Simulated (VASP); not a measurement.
A run of VASP 6.6.1 is set up as follows.

INCAR

```
SYSTEM = Nb5N4
ALGO     = Normal         ! electronic algorithm
DIPOL    = 0.5 0.5 0.500
EDIFF    = 1E-6           ! SCF threshold, eV
ENCUT    = 900            ! plane-wave cutoff, eV
GGA      = PE             ! functional
IDIPOL   = 3            
ISIF     = 2              ! what is computed and relaxed
ISMEAR   = -1             ! smearing method
LASPH    = .TRUE.         ! aspherical terms in the spheres
LCHARG   = .FALSE.        ! write CHGCAR
LDIPOL   = .TRUE.       
LREAL    = .FALSE.        ! projectors in reciprocal space
LWAVE    = .FALSE.        ! write WAVECAR
NELM     = 60             ! most SCF steps
PREC     = Accurate       ! precision mode
SIGMA    = 0.05           ! smearing width, eV
```

File KPOINTS:

```
k-points
0
G
  7 7 1
  0 0 0
```

The input POSCAR:

```
Nb5N4
1.0
    2.9399979705      0.0000000000      0.0000000000
   -1.4699989852      2.5461129295      0.0000000000
    0.0000000000      0.0000000000     26.1600000000
Nb N
5 4
Direct
    0.0000000000      0.0000000000      0.2866972477
    0.0000000000      0.0000000000      0.3933486239
    0.0000000000      0.0000000000      0.5000000000
    0.0000000000      0.0000000000      0.6066513761
    0.0000000000      0.0000000000      0.7133027523
    0.6666666667      0.3333333334      0.3400229358
    0.6666666667      0.3333333334      0.4466743119
    0.6666666667      0.3333333334      0.5533256881
    0.6666666667      0.3333333334      0.6599770642
```

Potentials or basis: VASP PAW PBE potentials, release 64 (Nb_sv_GW, N_GW).

Run with:

```console
$ cat potpaw_PBE.64/Nb_sv_GW/POTCAR potpaw_PBE.64/N_GW/POTCAR > POTCAR
$ mpirun -np 1 vasp_std > vasp.out
```

Predict the band gap on the k mesh.

none (metal or under the smearing width).

Estimate the largest force.

1.156 eV/Å.

Forces on the atoms (eV/Å):
```
Nb   0.000  0.000 -1.156
Nb   0.000  0.000 -0.496
Nb   0.000  0.000  0.000
Nb   0.000  0.000  0.496
Nb   0.000  0.000  1.156
N    0.000  0.000  0.159
N    0.000  0.000  0.019
N    0.000  0.000 -0.019
N    0.000  0.000 -0.159
```
